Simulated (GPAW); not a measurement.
Crystal: SnTe.

```
Te Sn
1.0
     0.00000    3.61115    3.61115
     3.61115    0.00000    3.61115
     3.61115    3.61115    0.00000
Te Sn
1 1
Direct
  0.25000 0.25000 0.25000
  0.00000 0.00000 0.00000
```

Measurements of this composition are mostly on another form, of space group No. 225.

Base run:

| Quantity | Value |
| --- | --- |
| Program | GPAW 26.7.0 |
| Functional | PBEsol |
| Potentials or basis | PAW data sets generated in the run's folder for this functional |
| Cutoff | 600 eV |
| Basis | pw |
| k mesh | 7 × 7 × 7 |
| Occupations | fermi-dirac, width 0.05 eV |
| Spin | no spin polarisation |

Its results: pressure -1.5 GPa.

**Question.** The run is repeated on the same cell with these changes: functional from PBEsol to LDA; potentials or basis from PAW data sets generated in the run's folder for this functional to the program's PAW data sets (release 1.2.1) made for this functional. What comes out?

**Answer.** Pressure -2.3 GPa.
